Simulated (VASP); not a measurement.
Given:

```xyz
2
Lattice="0.0000 3.0157 3.0157 3.0157 0.0000 3.0157 3.0157 3.0157 0.0000" Properties=species:S:1:pos:R:3 pbc="T T T"
Na     0.0000     0.0000     0.0000
Br     3.0157     3.0157     3.0157
```

These are revPBE GGA, VASP's PBE PAW potentials (set 64) (plane waves; VASP) values and carry that method's errors. Settings: 300 eV cut-off, 5×5×5 Γ-centred mesh, Fermi-Dirac smearing of 0.050 eV, potentials Na_pv Br.

At this cut-off the stress carries a Pulay error, which pulls relaxed volumes low.

Problem. Estimate the energy per atom (σ→0), pressure, band gap (on the k-mesh) with the smallest direct gap where there is one.

Solution. 
The band gap (on the k-mesh) is 4.32 eV and the smallest direct gap (on the k-mesh) comes out as 4.32 eV. The energy per atom (σ→0) is -2891 meV/atom and the pressure comes out as 1.31 GPa.

The absolute energy has meaning only against runs of the same code, potentials and settings.

The structure comes from a computed database's NaBr entry; how it stands against other phases isn't given here. The cell was not relaxed at this level.
